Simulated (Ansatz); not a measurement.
# MnAs: the cost of one run

Program: Ansatz 0.2.0. Level of theory: DFT PBE, scalar-relativistic, plane waves, PAW. These are calculated values, not measurements.

The COD entry's cell or inner coordinates are ideal or old and differ from later refinements, so a difference from it is no clean test against experiment.

4 further runs of the same task are left out: 3 that didn't finish, 1 set aside as unsound or not needed.

## 1. The structure to begin with

It takes space group P6_3/mmc (No. 194, hexagonal). The conventional cell has a = 3.655 Å, b = 3.655 Å, c = 5.504 Å, α = 90.00°, β = 90.00°, γ = 120.00°. Around Mn (site symmetry -3m) lie 6 As at 2.52 Å and 2 Mn at 2.75 Å. Around As (site symmetry -6m2) lie 6 Mn at 2.52 Å.

Coordinates:

```cif
data_structure
_symmetry_space_group_name_H-M 'P 1'
_symmetry_Int_Tables_number 1
_cell_length_a 3.6553
_cell_length_b 3.6553
_cell_length_c 5.5036
_cell_angle_alpha 90.000
_cell_angle_beta 90.000
_cell_angle_gamma 120.000
_cell_volume 63.68
loop_
_atom_site_label
_atom_site_type_symbol
_atom_site_fract_x
_atom_site_fract_y
_atom_site_fract_z
_atom_site_occupancy
Mn1 Mn 0.00000 0.00000 0.00000 1
Mn2 Mn 0.00000 0.00000 0.50000 1
As1 As 0.33333 0.66667 0.25000 1
As2 As 0.66667 0.33333 0.75000 1
```

An earlier run at PBE left this cell at 15.920 Å³/atom and -0.01 GPa (12×12×8 mesh).

## 2. Antiferromagnetic, in the cell as typed

Input file input.yaml:

```yaml
crystal:
  lattice:
    - [3.6552634898, 0.0, 0.0]
    - [-1.8276317449, 3.1655510397, 0.0]
    - [0.0, 0.0, 5.5036085827]
  atoms:
    - { symbol: Mn, position: [0.0, 0.0, 0.0], spin: 3.5 }
    - { symbol: Mn, position: [0.0, 0.0, 0.5], spin: -3.5 }
    - { symbol: As, position: [0.3333333333, 0.6666666667, 0.25] }
    - { symbol: As, position: [0.6666666667, 0.3333333333, 0.75] }
basis:
  ecutwfc: 420
  ecutrho_ratio: 4
kpoints:
  mp_grid: { grid: [12, 12, 8] }
hamiltonian:
  xc: pbe
scf:
  occupations: { method: gaussian, width: 0.05 }
  lower_state_search: "off"
output:
  forces: true
  stress: true
  eigenvalues: true
  populations: true
magnetization:
  spin_polarized: true
```

Started as:

```sh
> ansatz run input.yaml --threads 2 --pin off --max-ram 5120MiB --backend cpu --events-out ev --progress --plain --runs-dir out
```

Q: Estimate wall time and peak memory on 2 threads of Intel Xeon Platinum 8375C at 2.90GHz (Ice Lake), shared host.

About 26 s, with a peak of 0.75 GiB.
